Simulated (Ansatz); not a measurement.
## MoS2 under changes of volume

One of the cells (17.864 Å³/atom); the others are scaled copies at fixed shape and fractional positions:

```
Mo S
1.0
     3.16900    0.00000    0.00000
    -1.58450    2.74443    0.00000
     0.00000    0.00000   12.32400
Mo S
2 4
Cartesian
  1.5845 0.9148 9.2430
  0.0000 1.8296 3.0810
  1.5845 0.9148 4.6461
  0.0000 1.8296 10.8081
  1.5845 0.9148 1.5159
  0.0000 1.8296 7.6779
```

```yaml
Program: Ansatz 0.2.0
Functional: PBE
Dispersion: D4
Potentials_or_basis: Ansatz PAW
Cutoff: "420 eV (not typed: the program's choice for these potentials)"
k_mesh: 10 × 10 × 3
Occupations: fermi-dirac, width 0.05 eV
Spin: no spin polarisation
```

| volume (Å³/atom) | energy over the lowest point (meV/atom) | pressure (GPa) | gap on the mesh (eV) | largest force (eV/Å) |
| --- | --- | --- | --- | --- |
| 16.792 | 22.25 | 8.7 | 0.86 | 0.996 |
| 17.149 | 7.08 | 4.9 | 0.89 | 0.610 |
| 17.507 | 0.00 | 1.5 | 0.91 | 0.253 |
| 17.864 | 0.17 | -1.6 | 0.93 | 0.077 |
| 18.221 | 6.83 | -4.3 | 0.94 | 0.382 |
| 18.578 | 19.32 | -6.8 | 0.96 | 0.663 |
| 18.936 | ? | ? | ? | ? |

What does the run at 18.936 Å³/atom give?

Energy over the lowest point 37.03 meV/atom; pressure -9.0 GPa; gap on the mesh 0.97 eV; largest force 0.924 eV/Å.

Worked out: A Birch-Murnaghan fit of order 3 (a polynomial in V^(-2/3)) to the other rows has its minimum at 17.67 Å³/atom with B0 = V·E''(V) = 153 GPa and B' = 4.4 at fixed shape and positions, which overstates the stiffness. It gives 37.08 meV/atom at 18.936 Å³/atom, against the run's 37.03, and -dE/dV = -9.0 GPa, against -9.0. A straight line through the other rows of the gap, of slope 0.949 eV per unit of ln V, extrapolates to 0.98 eV, against the run's 0.97.

Energies are extrapolated to zero smearing.

Caveats: odd divisions of the mesh miss points on the zone boundary, where band edges often lie, so the gap on the mesh can be too wide.

A mesh can miss the band edges. Spin-orbit coupling on Mo is left out.
